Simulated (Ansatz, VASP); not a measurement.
# Si (Si(110)) in two plane-wave programs

Wanted: the spread between two codes on one cell, functional and k mesh.

Program: Ansatz 0.2.0. Level of theory: plane waves, with VASP 6.6.1 beside it; band structure at PBE. Results are calculated unless marked as measured.

## 1. Starting point

The cell holds 18 atoms: 18 Si. Cell: a = 3.828 Å, b = 5.414 Å, c = 31.547 Å, α = 90.0°, β = 90.0°, γ = 90.0°. It derives from Si. As first built, before any earlier steps moved the atoms (in the runner's words): 9 layers, strained by -1 % in the plane. Vacuum lies along c.

## 2. VASP: band structure, PBE

A single point gives forces, pressure and levels at one fixed geometry, so differences don't come from the geometry; what else differs is listed under the comparison.

Lines of VASP's logs that name or quote its potential files are left out, and so is its time.

INCAR

```
SYSTEM = Si
PREC = Normal
ENCUT = 320
EDIFF = 1E-06
NELM = 120
ISMEAR = 0
SIGMA = 0.03
LREAL = Auto
ALGO = Fast
GGA = PE
NBANDS = 54
LORBIT = 11
LWAVE = .FALSE.
LCHARG = .TRUE.
KPAR = 2
IDIPOL = 3
LDIPOL = .TRUE.
DIPOL = 0.5 0.5 0.5
LVHAR = .TRUE.
LVACPOTAV = .TRUE.
NEDOS = 1500
```

POSCAR

```
Si
1.0
    3.8282773623      0.0000000000      0.0000000000
    0.0000000000      5.4140017663      0.0000000000
    0.0000000000      0.0000000000     31.5469775328
Si
18
Direct
    0.7500000000      0.3871516830      0.7428622901
    0.2500000000      0.6128483170      0.7428622901
    0.2500000000      0.8770325606      0.6852285892
    0.7500000000      0.1229674394      0.6852285892
    0.7500000000      0.3746697443      0.6236303267
    0.2500000000      0.6253302557      0.6236303267
    0.2500000000      0.8739745488      0.5617961432
    0.7500000000      0.1260254512      0.5617961432
    0.7500000000      0.3739837134      0.5000000000
    0.2500000000      0.6260162866      0.5000000000
    0.2500000000      0.8739745488      0.4382038568
    0.7500000000      0.1260254512      0.4382038568
    0.7500000000      0.3746697443      0.3763696733
    0.2500000000      0.6253302557      0.3763696733
    0.2500000000      0.8770325606      0.3147714108
    0.7500000000      0.1229674394      0.3147714108
    0.7500000000      0.3871516830      0.2571377099
    0.2500000000      0.6128483170      0.2571377099
```

KPOINTS

```
Automatic mesh
0
Gamma
6 5 1
0 0 0
```

KPOINTS_OPT

```
Line mode
14
Line-mode
Reciprocal
  0.00000000   0.00000000   0.00000000 GAMMA
  0.50000000   0.00000000   0.00000000 X

  0.50000000   0.00000000   0.00000000 X
  0.50000000   0.50000000   0.00000000 S

  0.50000000   0.50000000   0.00000000 S
  0.00000000   0.50000000   0.00000000 Y

  0.00000000   0.50000000   0.00000000 Y
  0.00000000   0.00000000   0.00000000 GAMMA

  0.00000000   0.00000000   0.00000000 GAMMA
  0.50000000   0.50000000   0.00000000 S
```

Potentials, in the order of the species: Si (PBE family, release 64).

Command:

```bash
$ mpirun -np 4 vasp_std
```

Numbers of over 12 decimals in the logs are rounded to 6 here.

Output:

```text
[banner, memory and clock lines left out]
running    4 mpi-ranks, on    1 nodes
 distrk:  each k-point on    2 cores,    2 groups
 distr:  one band on    1 cores,    2 groups

 POSCAR found type information on POSCAR Si
 POSCAR found :  1 types and      18 ions
 LDA part: xc-table for (Slater+PW92), standard interpolation
 POSCAR, INCAR and KPOINTS ok, starting setup
 FFT: planning ... GRIDC
 FFT: planning ... GRID_SOFT
 FFT: planning ... GRID
 WAVECAR not read
 entering main loop
       N       E                     dE             d eps       ncg     rms          rms(c)
DAV:   1     0.217626641602E+03    0.21763E+03   -0.19217E+04  1296   0.699E+02
DAV:   2    -0.732550440673E+02   -0.29088E+03   -0.27876E+03  1722   0.154E+02
DAV:   3    -0.940790531570E+02   -0.20824E+02   -0.20370E+02  1554   0.400E+01
DAV:   4    -0.948903152872E+02   -0.81126E+00   -0.80673E+00  1992   0.887E+00
DAV:   5    -0.949126811136E+02   -0.22366E-01   -0.22355E-01  1812   0.144E+00    0.147E+01
RMM:   6    -0.933647093665E+02    0.15480E+01   -0.13211E+00  1413   0.240E+00    0.875E+00
RMM:   7    -0.928624473544E+02    0.50226E+00   -0.24759E+00  1526   0.357E+00    0.105E+00
RMM:   8    -0.928265670252E+02    0.35880E-01   -0.22613E-01  1575   0.155E+00    0.667E-01
RMM:   9    -0.928162460282E+02    0.10321E-01   -0.75834E-02  1493   0.807E-01    0.214E-01
RMM:  10    -0.928168980228E+02   -0.65199E-03   -0.16786E-02  1794   0.415E-01    0.252E-01
RMM:  11    -0.928177167190E+02   -0.81870E-03   -0.47690E-03  1855   0.189E-01    0.196E-01
RMM:  12    -0.928178278769E+02   -0.11116E-03   -0.55315E-03  1588   0.151E-01    0.764E-02
RMM:  13    -0.928175978880E+02    0.22999E-03   -0.10055E-03  1515   0.810E-02    0.376E-02
RMM:  14    -0.928176746871E+02   -0.76799E-04   -0.22618E-04  1790   0.380E-02    0.220E-02
RMM:  15    -0.928179862818E+02   -0.31159E-03   -0.32891E-04  1630   0.290E-02    0.122E-02
RMM:  16    -0.928180385402E+02   -0.52258E-04   -0.45436E-05  1615   0.158E-02    0.129E-02
RMM:  17    -0.928180919210E+02   -0.53381E-04   -0.18041E-05  1509   0.106E-02    0.343E-03
RMM:  18    -0.928181143388E+02   -0.22418E-04   -0.10409E-05  1424   0.711E-03    0.467E-03
RMM:  19    -0.928181382856E+02   -0.23947E-04   -0.26592E-06  1167   0.414E-03    0.310E-03
RMM:  20    -0.928181563897E+02   -0.18104E-04   -0.43132E-06  1329   0.393E-03    0.154E-03
RMM:  21    -0.928181726613E+02   -0.16272E-04   -0.66910E-07   971   0.210E-03    0.454E-04
RMM:  22    -0.928181799718E+02   -0.73105E-05   -0.36275E-07   783   0.130E-03    0.433E-04
RMM:  23    -0.928181863611E+02   -0.63893E-05   -0.32448E-07   675   0.113E-03    0.257E-04
RMM:  24    -0.928181872125E+02   -0.85142E-06   -0.60249E-08   487   0.876E-04
|                                                                             |
|           W    W    AA    RRRRR   N    N  II  N    N   GGGG   !!!           |
|           W    W   A  A   R    R  NN   N  II  NN   N  G    G  !!!           |
|           W    W  A    A  R    R  N N  N  II  N N  N  G       !!!           |
|           W WW W  AAAAAA  RRRRR   N  N N  II  N  N N  G  GGG   !            |
|           WW  WW  A    A  R   R   N   NN  II  N   NN  G    G                |
|           W    W  A    A  R    R  N    N  II  N    N   GGGG   !!!           |
|                                                                             |
|     Did not find any points to average over, which means that no vacuum     |
|     field-free region was found. Please increase the size of  your cell     |
|     in the dimension of the dipole correction to obtain accurate            |
|     workfunction values.                                                    |
|                                                                             |

   1 F= -.92818187E+02 E0= -.92813576E+02  d E =-.922163E-02
 Start KPOINTS_OPT (optional k-point list driver)
k-point batch [1-12\70]
       N       E                     dE             ncg
DAV:   1     0.267357641598E+03   -0.69883E+04     1296
DAV:   2    -0.311441291675E+04   -0.33818E+04     1656
DAV:   3    -0.336671039879E+04   -0.25230E+03     1592
DAV:   4    -0.337600947292E+04   -0.92991E+01     1832
DAV:   5    -0.337630655170E+04   -0.29708E+00     1724
DAV:   6    -0.337632280314E+04   -0.16251E-01     2010
DAV:   7    -0.337632329122E+04   -0.48808E-03     1698
DAV:   8    -0.337632332380E+04   -0.32579E-04     1720
DAV:   9    -0.337632332603E+04   -0.22269E-05     1298
DAV:  10    -0.337632332625E+04   -0.21960E-06     1080
[...]
k-point batch [61-70\70]
       N       E                     dE             ncg
DAV:   1     0.275584430104E+03   -0.12499E+05     1080
DAV:   2    -0.247201625568E+04   -0.27476E+04     1466
DAV:   3    -0.265687476911E+04   -0.18486E+03     1312
DAV:   4    -0.266316504782E+04   -0.62903E+01     1584
DAV:   5    -0.266335598688E+04   -0.19094E+00     1458
DAV:   6    -0.266336551948E+04   -0.95326E-02     1648
DAV:   7    -0.266336591917E+04   -0.39969E-03     1488
DAV:   8    -0.266336594582E+04   -0.26648E-04     1432
DAV:   9    -0.266336594706E+04   -0.12433E-05     1120
DAV:  10    -0.266336594715E+04   -0.92641E-07      968
```

Parts of OUTCAR (step 2):

```text
ion  position               nearest neighbor table
   1  0.750  0.387  0.743-   2 2.27   2 2.27   4 2.31
   2  0.250  0.613  0.743-   1 2.27   1 2.27   3 2.31
   3  0.250  0.877  0.685-   2 2.31   4 2.33   4 2.33   6 2.37
   4  0.750  0.123  0.685-   1 2.31   3 2.33   3 2.33   5 2.37
   5  0.750  0.375  0.624-   6 2.35   6 2.35   8 2.37   4 2.37
   6  0.250  0.625  0.624-   5 2.35   5 2.35   7 2.37   3 2.37
   7  0.250  0.874  0.562-   8 2.35   8 2.35  10 2.37   6 2.37
   8  0.750  0.126  0.562-   7 2.35   7 2.35   9 2.37   5 2.37
   9  0.750  0.374  0.500-  10 2.35  10 2.35  12 2.37   8 2.37
  10  0.250  0.626  0.500-   9 2.35   9 2.35  11 2.37   7 2.37
  11  0.250  0.874  0.438-  12 2.35  12 2.35  10 2.37  14 2.37
  12  0.750  0.126  0.438-  11 2.35  11 2.35   9 2.37  13 2.37
  13  0.750  0.375  0.376-  14 2.35  14 2.35  12 2.37  16 2.37
  14  0.250  0.625  0.376-  13 2.35  13 2.35  11 2.37  15 2.37
  15  0.250  0.877  0.315-  18 2.31  16 2.33  16 2.33  14 2.37
  16  0.750  0.123  0.315-  17 2.31  15 2.33  15 2.33  13 2.37
  17  0.750  0.387  0.257-  18 2.27  18 2.27  16 2.31
  18  0.250  0.613  0.257-  17 2.27  17 2.27  15 2.31

  LATTYP: Found a simple orthorhombic cell.
 ALAT       =     3.8282773623
 B/A-ratio  =     1.4142135624
 C/A-ratio  =     8.2405151318

 Subroutine GETGRP returns: Found  8 space group operations
 (whereof  4 operations were pure point group operations)

The static configuration has the point symmetry C_2h.
 The point group associated with its full space group is D_2h.

 Found     12 irreducible k-points:

   k-points           NKPTS =     12   k-points in BZ     NKDIM =     12   number of bands    NBANDS=     54

   dimension x,y,z NGX =    18 NGY =   24 NGZ =  140
   dimension x,y,z NGXF=    36 NGYF=   48 NGZF=  280

   ENCUT  =  320.0 eV  23.52 Ry    4.85 a.u.   5.58  7.90 46.01*2*pi/ulx,y,z

   NELECT =      72.0000    total number of electrons

 k-points in reciprocal lattice and weights: Automatic mesh
   0.00000000  0.00000000  0.00000000       0.033
   0.16666667  0.00000000  0.00000000       0.067
   0.33333333  0.00000000  0.00000000       0.067
   0.50000000  0.00000000  0.00000000       0.033
   0.00000000  0.20000000  0.00000000       0.067
   0.16666667  0.20000000  0.00000000       0.133
   0.33333333  0.20000000  0.00000000       0.133
   0.50000000  0.20000000  0.00000000       0.067
   0.00000000  0.40000000  0.00000000       0.067
   0.16666667  0.40000000  0.00000000       0.133
   0.33333333  0.40000000  0.00000000       0.133
   0.50000000  0.40000000  0.00000000       0.067

 dipolmoment           0.000000      0.000000     -0.000000 electrons x Angstroem

 average (electrostatic) potential at core
       1 -87.9714       2 -87.9714       3 -88.1460       4 -88.1460       5 -88.1606
       6 -88.1606       7 -88.1831       8 -88.1831       9 -88.1838      10 -88.1838
      11 -88.1831      12 -88.1831      13 -88.1606      14 -88.1606      15 -88.1460
      16 -88.1460      17 -87.9714      18 -87.9714

 E-fermi :   1.0807

 k-point     1 :       0.0000    0.0000    0.0000
  band No.  band energies     occupation
    ...
     31       0.1130      2.00000
     32       0.4950      2.00000
     33       0.7591      2.00000
     34       0.9148      2.00000
     35       1.0354      1.96735
     36       1.2097      0.00000
     37       1.7885      0.00000
     38       1.8797      0.00000
     39       2.0160      0.00000
     40       2.3008      0.00000
    ...

 k-point     2 :       0.1667    0.0000    0.0000
  band No.  band energies     occupation
    ...
     32      -0.4861      2.00000
     33      -0.1649      2.00000
     34      -0.0328      2.00000
     35       0.6815      2.00000
     36       0.7416      2.00000
     37       1.8779      0.00000
     38       2.1991      0.00000
     39       2.5619      0.00000
     40       2.7895      0.00000
     41       2.8897      0.00000
    ...

 k-point     3 :       0.3333    0.0000    0.0000
  band No.  band energies     occupation
    ...
     32      -1.3017      2.00000
     33      -0.9921      2.00000
     34      -0.3173      2.00000
     35       0.3199      2.00000
     36       0.4119      2.00000
     37       1.5526      0.00000
     38       1.7310      0.00000
     39       1.9437      0.00000
     40       2.1286      0.00000
     41       2.6458      0.00000
    ...

  Total        6.8598702      5.1341640     -0.6935113      0.0000000      0.0000000      0.0000000
  in kB       16.8091958     12.5805832     -1.6993569      0.0000000      0.0000000      0.0000000
  external PRESSURE =       9.2301407 kB  Pullay stress =       0.0000000 kB

  energy-cutoff  :      320.00
  volume of cell :      653.85
      direct lattice vectors                 reciprocal lattice vectors
     3.828277362  0.000000000  0.000000000     0.261214093  0.000000000  0.000000000
     0.000000000  5.414001766  0.000000000     0.000000000  0.184706257  0.000000000
     0.000000000  0.000000000 31.546977533     0.000000000  0.000000000  0.031698758

 POSITION                                       TOTAL-FORCE (eV/Angst)
 -----------------------------------------------------------------------------------
      2.87121      2.09604     23.43506         0.000000     -0.008436     -0.002496
      0.95707      3.31796     23.43506         0.000000      0.008436     -0.002496
      0.95707      4.74826     21.61689         0.000000      0.015300     -0.005214
      2.87121      0.66575     21.61689         0.000000     -0.015300     -0.005214
      2.87121      2.02846     19.67365         0.000000     -0.007845     -0.017130
      0.95707      3.38554     19.67365         0.000000      0.007845     -0.017130
      0.95707      4.73170     17.72297        -0.000000     -0.009275      0.000099
      2.87121      0.68230     17.72297        -0.000000      0.009275      0.000099
      2.87121      2.02475     15.77349         0.000000      0.017698     -0.000000
      0.95707      3.38925     15.77349         0.000000     -0.017698     -0.000000
      0.95707      4.73170     13.82401         0.000000     -0.009275     -0.000099
      2.87121      0.68230     13.82401        -0.000000      0.009275     -0.000099
      2.87121      2.02846     11.87333         0.000000     -0.007845      0.017130
      0.95707      3.38554     11.87333         0.000000      0.007845      0.017130
      0.95707      4.74826      9.93009        -0.000000      0.015300      0.005214
      2.87121      0.66575      9.93009         0.000000     -0.015300      0.005214
      2.87121      2.09604      8.11192         0.000000     -0.008436      0.002496
      0.95707      3.31796      8.11192         0.000000      0.008436      0.002496
 -----------------------------------------------------------------------------------
    total drift:                               -0.000000      0.000000     -0.000000

  FREE ENERGIE OF THE ION-ELECTRON SYSTEM (eV)
  ---------------------------------------------------
  free  energy   TOTEN  =       -92.8181872125 eV

  energy  without entropy=      -92.8089655794  energy(sigma->0) =      -92.81357640

 vacuum level on the upper side and lower side of the slab         5.903         5.903

 total charge
# of ion       s       p       d       tot
------------------------------------------
    1        0.783   0.899   0.000   1.682
    2        0.783   0.899   0.000   1.682
    3        0.763   0.925   0.000   1.688
    4        0.763   0.925   0.000   1.688
    5        0.757   0.931   0.000   1.687
    6        0.757   0.931   0.000   1.687
    7        0.754   0.934   0.000   1.688
    8        0.754   0.934   0.000   1.688
    9        0.753   0.935   0.000   1.688
   10        0.753   0.935   0.000   1.688
   11        0.754   0.934   0.000   1.688
   12        0.754   0.934   0.000   1.688
   13        0.757   0.931   0.000   1.687
   14        0.757   0.931   0.000   1.687
   15        0.763   0.925   0.000   1.688
   16        0.763   0.925   0.000   1.688
   17        0.783   0.899   0.000   1.682
   18        0.783   0.899   0.000   1.682
--------------------------------------------------
tot         13.730  16.624   0.000  30.355

[... 3 further parts left out ...]
```

(Continued in part 2 of 2.)

[Lines on the potential files, build, host, timing and source positions are cut from VASP's logs without a mark.]

[Logs are printed without paths, hosts, clocks, repeated set-up lines and the standing remarks that a program may print on its own settings, such as how far it seeks lower states.]

[Hosts, paths, dates, database ids (printed as entryN), source tags and the programs' standing remarks are cut or masked in the printed files.]
